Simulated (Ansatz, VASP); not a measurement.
## Two plane-wave programs on ZnO

```xyz
2
Lattice="0.0000 2.1338 2.1338 2.1338 0.0000 2.1338 2.1338 2.1338 0.0000" Properties=species:S:1:pos:R:3 pbc="T T T"
Zn    0.0000    0.0000    0.0000
O     2.1338    2.1338    2.1338
```

Alike in both runs: task single point; functional r2SCAN; k mesh 10 × 10 × 10; no spin polarisation.

```csv
,VASP,Ansatz
version,VASP 6.6.1,Ansatz 0.2.0
potentials or method,"VASP PAW PBE potentials, release 64 (Zn, O)","plane waves, PAW"
plane-wave cutoff (eV),520,500
occupations,"gaussian, width 0.01 eV",fixed
valence electrons in the cell,18,18
```

|  | VASP | Ansatz | Ansatz less VASP |
| --- | --- | --- | --- |
| gap on the k mesh at the Fermi level (eV) | 1.55 | 1.57 | +0.020 |
| pressure (GPa) | 1.5 | 0.0 | -1.45 |

Caveats: the PAW data sets were made with another functional, which shifts forces and pressure a little (VASP). A k mesh can miss the band edges. r2SCAN opens gaps a little over a GGA but as a rule still falls short of measured ones.
